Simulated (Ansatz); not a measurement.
**AlNi in Ansatz: the effect of functional**

The system is AlNi.

```xyz
2
Lattice="2.2696 -1.3758 0.0000 2.2696 1.3758 0.0000 -1.3381 0.0000 3.8284" Properties=species:S:1:pos:R:3 pbc="T T T"
Ni    1.6005    0.0000    1.9142
Al    0.0000    0.0000    0.0000
```

The cell comes from a database or a generator and needn't be the stable form of this composition.

The cell isn't the ideal one: volume scaled by 0.96.

Alike in all runs:

```yaml
Program: Ansatz 0.2.0
Task: single point
Potentials_or_basis: Ansatz PAW
k_mesh: 11 × 11 × 7
Occupations: fermi-dirac, width 0.05 eV
Spin: collinear spin, ferromagnetic start
Starting_moments: "[1.0, 0.0] μB"
```

| functional | cutoff | pressure (GPa) |
| --- | --- | --- |
| LDA | 420 eV (not typed: the program's choice for these potentials) | ? |
| PBEsol | 420 eV (not typed: the program's choice for these potentials) | 3.3 |
| r2SCAN | 500 eV (not typed: the program's choice for these potentials) | 3.7 |

What does the run with functional LDA give?

Pressure -2.0 GPa.

Caveats: the PAW data sets come from PBE, with cores solved anew for the run's functional, which leaves a small shift of forces and pressure; the starting moments weren't kept; the magnetic or orbital state may not be the lowest (some runs).
